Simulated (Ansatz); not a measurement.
Relaxed bulk TiN:

```
Ti N
1.0
     0.00000    2.12340    2.12340
     2.12340    0.00000    2.12340
     2.12340    2.12340    0.00000
Ti N
1 1
Direct
  0.00000 0.00000 0.00000
  0.50000 0.50000 0.50000
```

Miller indices refer to the conventional cell of Fm-3m (No. 225), a = 4.247 Å, b = 4.247 Å, c = 4.247 Å, α = 90.00°, β = 90.00°, γ = 90.00°.

The (100) slab of 6 planes, 10.6 Å thick with 15 Å of vacuum as cut; outer planes TiN (top) and TiN (bottom).

Theory: DFT PBE, scalar-relativistic, plane waves, PAW in Ansatz. Cutoff 420 eV; k points 12×12×1 on the computed 12-atom cell (Γ-centred); Gaussian smearing, width 0.10 eV; no spin polarisation. A dipole correction removes the field between periodic images along c.

The work function read from the bulk's Fermi level differs by 0.16 eV, so the slab's middle doesn't match the bulk reference (too thin, or relaxed to another structure or magnetic state).

Results for the relaxed slab:

- Surface energy (mean of both faces): 1.21 J/m²
- Work function: 2.92 eV

Relaxation lowers the energy by 0.370 J/m² a face; the largest move is 0.135 Å.

| plane (bottom to top) | atoms | spacing to next, bulk (Å) | relaxed (Å) | change (%) | rumpling (Å) |
| --- | --- | --- | --- | --- | --- |
| 1 | TiN | 2.123 | 2.090 | -1.6 | 0.182 |
| 2 | TiN | 2.123 | 2.111 | -0.6 | 0.038 |
| 3 | TiN | 2.123 | 2.127 | +0.2 | 0.054 |
| 4 | TiN | 2.123 | 2.111 | -0.6 | 0.054 |
| 5 | TiN | 2.123 | 2.090 | -1.6 | 0.038 |
| 6 | TiN |  |  |  | 0.182 |

Spin polarisation was left out, and a magnetic state may lie lower.